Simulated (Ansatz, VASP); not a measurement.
**One calculation of CdS (Hawleyite), two programs**

File INCAR:

```
ALGO = Normal ; EDIFF = 1E-6
ENCUT = 520 ; GGA = PE
ISIF = 2 ; ISMEAR = 0
LASPH = T ; LCHARG = T
LELF = T ; LREAL = F
LVHAR = T ; LWAVE = F
NBANDS = 16 ; NELM = 100
PREC = Accurate ; SIGMA = 0.011
```

File KPOINTS:

```
k-points
0
Gamma
  8 8 8
```

File POSCAR:

```
CdS
1.0
    0.0000000000      2.9165000000      2.9165000000
    2.9165000000      0.0000000000      2.9165000000
    2.9165000000      2.9165000000      0.0000000000
Cd S
1 1
Direct
    0.0000000000      0.0000000000      0.0000000000
    0.7500000000      0.7500000000      0.7500000000
```

Contents of input.yaml:

```yaml
crystal:
  lattice:
    - [0.0, 2.9165, 2.9165]
    - [2.9165, 0.0, 2.9165]
    - [2.9165, 2.9165, 0.0]
  atoms:
    - { symbol: Cd, position: [0.0, 0.0, 0.0] }
    - { symbol: S, position: [0.75, 0.75, 0.75] }
kpoints:
  mp_grid: { grid: [8, 8, 8] }
scf:
  occupations: { method: gaussian, width: 0.011 }
hamiltonian:
  xc: pbe
  pseudopotentials: { kind: all_electron, lapw: { basis_error: 0.001 } }
output:
  forces: true
  stress: true
  eigenvalues: true
```

Alike in both runs: task single point; functional PBE; k mesh 8 × 8 × 8; occupations gaussian, width 0.011 eV; no spin polarisation.

|  | VASP | Ansatz |
| --- | --- | --- |
| version | VASP 6.6.1 | Ansatz 0.2.0 |
| potentials or method | VASP PAW PBE potentials, release 64 (Cd, S) | all-electron LAPW, scalar-relativistic |
| plane-wave cutoff (eV) | 520 | see its input |

|  | VASP | Ansatz | Ansatz less VASP |
| --- | --- | --- | --- |
| gap on the k mesh at the Fermi level (eV) | 1.15 | 1.15 | -0.004 |
| least direct gap on the mesh (eV) | 1.15 | 1.15 | -0.004 |
| pressure (GPa) | 3.2 | 2.9 | -0.32 |

Ansatz ran all-electron here, so the differences hold the error of VASP's frozen core and of both bases.
